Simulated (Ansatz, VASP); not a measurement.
## One calculation of Zn, two programs

```xyz
2
Lattice="2.5710 0.0000 0.0000 -1.2855 2.2265 0.0000 0.0000 0.0000 4.7362" Properties=species:S:1:pos:R:3 pbc="T T T"
Zn    0.0000    1.4844    1.1840
Zn    1.2855    0.7422    3.5521
```

Alike in both runs: task single point; functional LDA; k mesh 14 × 14 × 7; occupations fermi-dirac, width 0.2 eV; no spin polarisation.

|  | VASP | Ansatz |
| --- | --- | --- |
| version | VASP 6.6.1 | Ansatz 0.2.0 |
| potentials or method | VASP PAW LDA potentials, release 64 (Zn) | plane waves (420 eV) with PAW, scalar-relativistic |
| plane-wave cutoff (eV) | 520 | 420 |
| valence electrons in the cell | 24 | 24 |

|  | VASP | Ansatz | Ansatz less VASP |
| --- | --- | --- | --- |
| pressure (GPa) | 0.9 | 0.2 | -0.72 |
| largest component of the traceless stress (GPa) | 0.82 | 0.59 | -0.225 |

Ansatz warned: «pseudo_functional_mismatch».
